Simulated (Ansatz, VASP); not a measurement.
## B: VASP beside Ansatz

```
B
1.0
     0.00000    2.49171    2.49171
     2.49171    0.00000    2.49171
     2.49171    2.49171    0.00000
B
4
Direct
  0.00000 0.00000 0.00000
  0.50000 0.00000 0.00000
  0.00000 0.00000 0.50000
  0.00000 0.50000 0.00000
```

Alike in both runs: functional r2SCAN; k mesh 8 × 8 × 8; no spin polarisation.

Ansatz relaxed the structure, and its values are those at the end. VASP's run is a single point on that final structure, the one shown.

```csv
,VASP,Ansatz
version,VASP 6.6.1,Ansatz 0.2.0
potentials or method,"VASP PAW PBE potentials, release 64 (B)",PAW plane waves
plane-wave cutoff (eV),520,500
occupations,"fermi-dirac, width 0.1 eV",fermi-dirac
valence electrons in the cell,12,12
```

```csv
,VASP,Ansatz,Ansatz less VASP
gap on the k mesh at the Fermi level (eV),none,none,-
pressure (GPa),-0.1,0.0,+0.06
```

A gap of «none» marks a metal or a gap that the smearing closes.

Caveats: the PAW data sets were made with another functional, which shifts forces and pressure a little (VASP).
